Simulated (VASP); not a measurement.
Here is a VASP 6.6.1 calculation.

File POSCAR:

```
Zn
1.0
    3.7711300000      0.0000000000      0.0000000000
    0.0000000000      3.7711300000      0.0000000000
    0.0000000000      0.0000000000      3.7711300000
Zn
3
Direct
    0.0000000000      0.5000000000      0.5000000000
    0.5000000000      0.0000000000      0.5000000000
    0.5000000000      0.5000000000      0.0000000000
```

The input INCAR.step1:

```
SYSTEM = Zn
PREC = Accurate
ENCUT = 520
EDIFF = 1E-6
ISMEAR = -1
SIGMA = 0.05
LREAL = .FALSE.
LASPH = .TRUE.
NELM = 80
ALGO = Fast
ISIF = 2
LWAVE = .FALSE.
LCHARG = .TRUE.
GGA = B5
ALDAX = 1.0
AGGAX = 1.0
AGGAC = 1.0
ALDAC = 0.0
```

Contents of KPOINTS.step1:

```
regular mesh
0
G
  7 7 7
  0 0 0
```

The input INCAR.step2:

```
SYSTEM = Zn
PREC = Accurate
ENCUT = 520
EDIFF = 1E-6
ISMEAR = 0
SIGMA = 0.05
LREAL = .FALSE.
LASPH = .TRUE.
NELM = 80
ALGO = Fast
ISIF = 2
LWAVE = .FALSE.
LCHARG = .FALSE.
GGA = B5
ALDAX = 1.0
AGGAX = 1.0
AGGAC = 1.0
ALDAC = 0.0
ICHARG = 11
```

The input KPOINTS.step2:

```
path GXMGRX,MR
10
line-mode
reciprocal
 0.0000000000  0.0000000000  0.0000000000  G
 0.0000000000  0.5000000000  0.0000000000  X

 0.0000000000  0.5000000000  0.0000000000  X
 0.5000000000  0.5000000000  0.0000000000  M

 0.5000000000  0.5000000000  0.0000000000  M
 0.0000000000  0.0000000000  0.0000000000  G

 0.0000000000  0.0000000000  0.0000000000  G
 0.5000000000  0.5000000000  0.5000000000  R

 0.5000000000  0.5000000000  0.5000000000  R
 0.0000000000  0.5000000000  0.0000000000  X

 0.5000000000  0.5000000000  0.0000000000  M
 0.5000000000  0.5000000000  0.5000000000  R
```

Potentials or basis: VASP PAW PBE potentials, release 64 (Zn).

The run is started by

```console
$ cat potpaw_PBE.64/Zn/POTCAR > POTCAR
$ cp INCAR.step1 INCAR
$ cp KPOINTS.step1 KPOINTS
$ mpirun -np 1 vasp_std > vasp.out
$ cp INCAR.step2 INCAR
$ cp KPOINTS.step2 KPOINTS
$ mpirun -np 1 vasp_std > vasp.out
```

Problem. What does it give for the band gap along the path?

Solution. None (metal or under the smearing width).

Levels at the corners of the path, in eV from the Fermi level:
```tsv
point	band 14	band 15	band 16	band 17	band 18	band 19	band 20	band 21	band 22
Γ	-6.74	-6.74	-6.74	0.85	0.85	0.85	3.01	3.01	6.26
X	-7.00	-6.74	-6.46	-5.59	3.13	3.13	4.63	5.59	5.59
X	-7.00	-6.74	-6.46	-5.59	3.13	3.13	4.63	5.59	5.59
M	-7.16	-7.08	-4.75	-3.21	-3.21	-1.37	6.20	6.59	6.59
M	-7.16	-7.08	-4.75	-3.21	-3.21	-1.37	6.20	6.59	6.59
Γ	-6.74	-6.74	-6.74	0.85	0.85	0.85	3.01	3.01	6.26
Γ	-6.74	-6.74	-6.74	0.85	0.85	0.85	3.01	3.01	6.26
R	-6.82	-6.82	-2.74	-0.71	-0.71	-0.71	-0.50	-0.50	-0.50
R	-6.82	-6.82	-2.74	-0.71	-0.71	-0.71	-0.50	-0.50	-0.50
X	-7.00	-6.74	-6.46	-5.59	3.13	3.13	4.63	5.59	5.59
M	-7.16	-7.08	-4.75	-3.21	-3.21	-1.37	6.20	6.59	6.59
R	-6.82	-6.82	-2.74	-0.71	-0.71	-0.71	-0.50	-0.50	-0.50
```

Caveat: the log is that of the step along the path at fixed density, whose energy, stress, charges and moments have no meaning.
